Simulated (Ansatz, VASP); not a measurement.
**One calculation of PbF2, two programs**

INCAR

```
PREC = Accurate
ENCUT = 520
EDIFF = 1E-6
ISMEAR = 0
SIGMA = 0.01
LREAL = False
LASPH = True
NELM = 60
ALGO = Normal
ISIF = 2
LWAVE = False
LCHARG = True
GGA = PE
IVDW = 12
LELF = True
LVHAR = True
NBANDS = 21
```

File KPOINTS:

```
Automatic mesh
0
Gamma
  8 8 8
```

File POSCAR:

```
PbF2
1.0
    0.0000000000      2.9611842379      2.9611842379
    2.9611842379      0.0000000000      2.9611842379
    2.9611842379      2.9611842379      0.0000000000
Pb F
1 2
Direct
    0.0000000000      0.0000000000      0.0000000000
    0.2500000000      0.2500000000      0.2500000000
    0.7500000000      0.7500000000      0.7500000000
```

Input for Ansatz:

```yaml
crystal:
  lattice:
    - [0.0, 2.9611842379, 2.9611842379]
    - [2.9611842379, 0.0, 2.9611842379]
    - [2.9611842379, 2.9611842379, 0.0]
  atoms:
    - { symbol: Pb, position: [0.0, 0.0, 0.0] }
    - { symbol: F, position: [0.25, 0.25, 0.25] }
    - { symbol: F, position: [0.75, 0.75, 0.75] }
basis:
  ecutwfc: 420
kpoints:
  mp_grid: { grid: [8, 8, 8] }
hamiltonian:
  xc: pbe
  dispersion: d3bj
scf:
  occupations: { method: fixed }
output:
  forces: true
  stress: true
  eigenvalues: true
  write_density: true
  write_potential: true
  elf: true
  volumetric_format: npy
```

Alike in both runs: task single point; functional PBE; dispersion D3(BJ); k mesh 8 × 8 × 8; no spin polarisation.

|  | VASP | Ansatz |
| --- | --- | --- |
| version | VASP 6.6.1 | Ansatz 0.2.0 |
| potentials or method | VASP PAW PBE potentials, release 64 (Pb_d, F) | scalar-relativistic, plane waves, PAW |
| plane-wave cutoff (eV) | 520 | 420 |
| occupations | gaussian, width 0.01 eV | fixed |
| valence electrons in the cell | 28 | 28 |

|  | VASP | Ansatz | Ansatz less VASP |
| --- | --- | --- | --- |
| gap on the k mesh at the Fermi level (eV) | 4.42 | 4.42 | +0.003 |
| least direct gap on the mesh (eV) | 4.56 | 4.57 | +0.002 |
| pressure (GPa) | 1.3 | 1.5 | +0.20 |

Caveats: spin-orbit coupling is left out, which as a rule narrows the gap of such compounds by several tenths of an eV. A k mesh can miss the band edges.
